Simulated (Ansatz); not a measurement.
# Cd (Im-3m): test of the smearing width from a Python script

Aim: a test of the smearing width, for Cd (Im-3m), run from a script.

This is Cd in the bcc structure; at room conditions it is hcp.

All numbers are computed with Ansatz 0.2.0, driven from Python. Level of theory: DFT r2SCAN+D4, plane waves, PAW.

### Step 1. The structure

The structure is cubic, space group Im-3m (No. 229). The conventional cell has a = 3.569 Å, b = 3.569 Å, c = 3.569 Å, α = 90.00°, β = 90.00°, γ = 90.00°. Cd (site symmetry m-3m) is surrounded by 8 Cd at 3.09 Å.

No structure file is read: the coordinates are typed or built in the script.

### Step 2. Script

Input file smear.py:

```python
from dataclasses import dataclass

import ansatz as az


@dataclass
class Options:
    functional: str = "r2scan"
    vdw: str = "d4"
    cutoff: int = 500
    kgrid: tuple[int, ...] = (10, 10, 10)


opts = Options()


def main() -> None:
    cd = (
        az.Lattice.of([-1.78432, 1.78432, 1.78432], [1.78432, -1.78432, 1.78432], [1.78432, 1.78432, -1.78432])
        .atom("Cd", [0.0, 0.0, 0.0])
    )

    calc = (
        cd.calculation()
        .functional(opts.functional, dispersion=opts.vdw)
        .pseudopotentials("paw")
        .basis(opts.cutoff)
        .kpoints(*opts.kgrid)
        .stress()
    )

    rows = []
    for value in [0.5, 0.3, 0.2, 0.1]:
        report = calc.occupations("fermi_dirac", width=value).run(threads=1).report
        rows.append((value, report["free_energy_ev"] / len(report["lattice"]["sites"]), report["n_iterations"], sum(report["stress_gpa"][i][i] for i in range(3)) / 3, report["n_kpoints"]))

    print("  width (eV)   F/atom (eV)    iterations       P (GPa)      k-points")
    for row in rows:
        print(f"{str(row[0]):>12s}  {row[1]:12.5f}  {row[2]:12d}  {row[3]:12.3f}  {row[4]:12d}")

    for row in rows[:-1]:
        shift = 1000 * (row[1] - rows[-1][1])
        print(f"{row[0]}: {shift:+.2f} meV/atom" + ("  (within 2 meV)" if abs(shift) < 2 else ""))


if __name__ == "__main__":
    main()
```

### Step 3. The calls as engine input

The package turns the script's settings into the engine's input (first run):

```yaml
crystal:
  lattice:
    - [-1.78432, 1.78432, 1.78432]
    - [1.78432, -1.78432, 1.78432]
    - [1.78432, 1.78432, -1.78432]
  atoms:
    - { symbol: Cd, position: [0.0, 0.0, 0.0] }
basis:
  ecutwfc: 500.0
kpoints:
  mp_grid:
    grid: [10, 10, 10]
hamiltonian:
  xc: r2scan
  dispersion: d4
  pseudopotentials:
    kind: paw
scf:
  occupations:
    method: fermi_dirac
    width: 0.5
output:
  stress: true
```

### Step 4. Running it

On the command line:

```sh
$ python smear.py
```

Output:

```text
  width (eV)   F/atom (eV)    iterations       P (GPa)      k-points
         0.5   -8268.37586             6        -1.464            47
         0.3   -8268.28448             6        -1.976            47
         0.2   -8268.25643             6        -2.089            47
         0.1   -8268.23819             6        -2.177            47
0.5: -137.66 meV/atom
0.3: -46.29 meV/atom
0.2: -18.23 meV/atom
```

Run time: 8.5 s. Hardware: 1 thread of Arm Neoverse V1, shared host; peak memory 0.39 GiB.

### Step 5. Inputs of later runs

The engine's inputs for the other runs:

Run 2, against run 1:

```diff
@@ -21 +21 @@
-    width: 0.5
+    width: 0.3
```

Run 3, against run 1:

```diff
@@ -21 +21 @@
-    width: 0.5
+    width: 0.2
```

Run 4, against run 1:

```diff
@@ -21 +21 @@
-    width: 0.5
+    width: 0.1
```

Lines on the test bed's own set-up are left out of the output.

### Step 6. The runs side by side

The 4 runs, in the order started:

| run | width (eV) | energy from run 4 (meV/atom) | the same at zero width (meV/atom) | pressure (GPa) | SCF cycles | CPU time (s) |
| --- | --- | --- | --- | --- | --- | --- |
| 1 | 0.5 | -137.66 | -0.65 | -1.46 | 6 | 2.1 |
| 2 | 0.3 | -46.29 | -2.91 | -1.98 | 6 | 1.9 |
| 3 | 0.2 | -18.23 | -2.77 | -2.09 | 6 | 1.8 |
| 4 | 0.1 | 0.00 | 0.00 | -2.18 | 6 | 1.8 |

Energies are free energies F = E - TS of the smeared occupations. 

### Step 7. Outcome

| quantity | value |
| --- | --- |
| runs compared | 4 |
| last run but one, from the last | -18.23 meV/atom |
| within 5 meV/atom of the last run from | no earlier run |

What this shows: Going from 0.1 to 0.5 eV changes F by -137.7 meV an atom. With this scheme F falls roughly as the square of the width; the report's estimate for zero width (energy_sigma0_ev) moves by only -0.6 meV. The pressure moves from -2.18 to -1.46 GPa. Notes:
- For a metal this k-point mesh is coarse: on a finer one energies can move by several to tens of meV an atom and pressures by half a GPa or more, differences at one mesh by less.
- The smearing is wide enough that free energy and stress hold a thermal part of the electrons.
- The narrowest width needs the finest mesh, so the last row is no converged reference.
- Pressure is positive in compression.
- This isn't the structure that Cd takes at ambient conditions. Whether this is the phase that is stable at ambient conditions was not tested.
